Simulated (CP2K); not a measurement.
**Ta in CP2K: the effect of functional**

The system is Ta.

```xyz
1
Lattice="2.8601 0.0000 0.0000 -0.9534 2.6965 0.0000 -0.9534 -1.3483 2.3353" Properties=species:S:1:pos:R:3 pbc="T T T"
Ta    0.0000    0.0000    0.0000
```

Alike in all runs:

```yaml
Program: CP2K 2026.2
Task: band structure
Potentials_or_basis: POTENTIAL_UZH Ta GTH-PBE-q13; TZVP-MOLOPT-PBE-GTH basis
Density_cutoff: 9184 eV
k_mesh: 11 × 11 × 11
Occupations: fermi-dirac, width 0.05 eV
Spin: no spin polarisation
```

Task: One run gave: pressure -7.3 GPa. Which functional did it use?
A. PBEsol
B. BLYP
C. RPBE
D. LDA
E. MS2

Result: D.

```csv
functional,pressure (GPa)
LDA,-7.3
PBEsol,-4.0
BLYP,8.0
optB88-vdW,1.2
RPBE,4.2
MS2,1.3
```

Caveats: the potentials were made for another functional, which shifts forces and pressure; the basis of atomic orbitals isn't converged, which shifts pressures, moduli and gaps.

Runs at the PBE level aren't shown here.
